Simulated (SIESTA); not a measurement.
The system is TaN.

```
Ta N
1.0
     5.19600    0.00000    0.00000
    -2.59800    4.49987    0.00000
     0.00000    0.00000    2.91100
Ta N
3 3
Cartesian
  0.0000 0.0000 0.0000
  2.5980 1.5000 1.4555
  0.0000 2.9999 1.4555
  -1.0206 1.7678 0.0000
  1.5774 2.7321 0.0000
  2.0412 0.0000 0.0000
```

```yaml
Program: SIESTA 5.4.2
Task: single point
Functional: PBEsol
Potentials_or_basis: PseudoDojo 0.4 standard (PBEsol files)
Basis: DZP (energy shift 0.003 Ry; two zetas on semicore shells)
Grid_cutoff: 800 Ry
Energy_shift: 0.003 Ry
k_mesh: 6 × 6 × 9
Occupations: fermi-dirac, width 0.05 eV
Spin: no spin polarisation
```

On this cell: pressure 1.3 GPa; largest force 0.041 eV/Å; band gap on the k mesh none (metal or under the smearing width).

The same run follows on a disturbed copy (atoms moved at random, drawn with an rms of 0.05 Å):

```
Ta N
1.0
     5.19600    0.00000    0.00000
    -2.59800    4.49987    0.00000
     0.00000    0.00000    2.91100
Ta N
3 3
Cartesian
  0.0412 -0.0305 0.0025
  2.5511 1.4990 1.4411
  0.0487 3.0356 1.4352
  -0.9914 1.7704 0.0504
  1.5798 2.7606 -0.0698
  2.0893 0.0126 0.0049
```

What changes?

The energy (extrapolated to zero smearing) moves by +35.1 meV/atom; pressure 2.3 GPa; largest force 2.141 eV/Å; band gap on the k mesh none (metal or under the smearing width).

Forces on the atoms (eV/Å):
```
Ta  -0.254  1.193 -0.100
Ta   2.066  0.545  0.126
Ta  -1.348 -0.791  0.211
N   -0.178 -0.273 -0.878
N    0.259 -0.525  1.027
N   -0.547 -0.149 -0.387
```

Stress tensor (GPa, compression positive):
```
 1.98 -0.15  0.70
-0.15  3.53  0.94
 0.70  0.94  1.54
```

Caveats: short orbitals over semicore shells can move pressures by several GPa; the basis of atomic orbitals isn't converged, which shifts pressures, moduli and gaps.
